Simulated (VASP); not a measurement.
Runs of VASP 6.6.1 on Li. Symmetry: Fm-3m, No. 225, cubic system. Conventional cell: a = 4.404 Å, b = 4.404 Å, c = 4.404 Å, α = 90.00°, β = 90.00°, γ = 90.00°. Around Li (site symmetry m-3m) lie 12 Li at 3.11 Å. This isn't the form of Li at room conditions, which is bcc.

```csv
task,level,potentials or basis,cell,k mesh,cutoff (eV),smearing,grid for exact exchange (PRECFOCK),exchange at q = 0,screening parameter,other keys,mesh quality,gap on the mesh (eV),pressure (GPa),relaxed volume (Å³/atom)
relaxation of cell and atoms,HSE06+D3(BJ),"VASP PAW PBE potentials, release 64 (Li_sv)",relaxed,5 × 5 × 5,600,fermi-dirac 0.1 eV,Fast,-,0.2 1/A,-,coarse,none,0.1,17.65
single point,PBEsol,"VASP PAW PBE potentials, release 64 (Li_sv)",cell strained at random at fixed volume,10 × 10 × 10,520,methfessel-paxton 0.1 eV,-,-,-,-,not flagged,none,-,-
relaxation of cell and atoms,HSE03+D4,"VASP PAW PBE potentials, release 64 (Li_sv)",relaxed from: cell strained at random at fixed volume,5 × 5 × 5,600,methfessel-paxton 0.1 eV,Fast,-,-,-,coarse,none,0.0,19.83
single point,PBEsol,"VASP PAW PBE potentials, release 64 (Li_GW)",as given,10 × 10 × 10,550,gaussian 0.05 eV,-,-,-,-,not flagged,none,(a),-
single point,LDA,"VASP PAW LDA potentials, release 54 (Li_sv)",as given,10 × 10 × 10,520,gaussian 0.02 eV,-,-,-,-,not flagged,none,-,-
```

Alike in all rows: no spin polarisation.

Task: Estimate the missing entries.

Result: (a) -0.6.

Caveats: some runs use coarse meshes; the cutoff is under 1.25 times the usual one of these potentials, so pressure, stress and relaxed cells hold a basis-set (Pulay) error (some runs); the PAW data sets were made with another functional, which shifts forces and pressure a little (some runs); pairwise dispersion overbinds metals, which lowers pressure and volume (some runs); the volume moved by over 15 % at a fixed basis, so the end points are rough (some runs); the volume moved by -17 % from the deposited cell, more than functionals usually miss (some runs).

A gap of «none» marks a metal or a gap under the smearing width.

The runs don't all hold the same shells in valence.
